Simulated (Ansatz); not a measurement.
Notes on TiPbO₃

```xyz
10
Lattice="3.9886 0.0000 3.9886 0.0000 3.9886 0.0000 3.9886 0.0000 -3.9886" Properties=species:S:1:pos:R:3 pbc="T T T"
Pb    0.0000    0.0000    0.0000
Pb    3.9886    0.0000    0.0000
Ti    1.9943    1.9943   -1.9943
Ti    1.9943    1.9943    1.9943
O     3.9886    1.9943   -1.9943
O     3.9886    1.9943    1.9943
O     1.9943    0.0000   -1.9943
O     1.9943    0.0000    1.9943
O     1.9943    1.9943    0.0000
O     5.9829    1.9943    0.0000
```

The numbers come from plane-wave PAW DFT (Ansatz): r2SCAN, collinear spin, 500 eV, 4×6×4 Γ-centred k points, cold occupations (width 0.2757 eV). Nothing was relaxed.

The state carries no moments; the state need not be the lowest.

- Electronic structure: The gap is 1.96 eV, indirect or between spins (the least direct gap found is 1.97 eV). A semilocal functional usually gives too small a gap.
- Stress: The pressure is -7.1 GPa (compression positive), so with the atoms held at these fractions the cell would first shrink.
- Charges: Bader charges in e: Ti +2.35, Pb +1.45, O -1.27. In the mean Ti gives up most and O takes most.
- Band edges: Within 0.7 eV of the edges, the states project mainly on O p (90 %) below the gap and on Ti d (90 %) above it.
- Forces: The forces vanish by the symmetry of the sites.

Origin: a database entry at a rescaled volume. Caveats: the input typed no starting moments; no spin-orbit coupling, which can shift this gap by tenths of an eV; wide smearing.
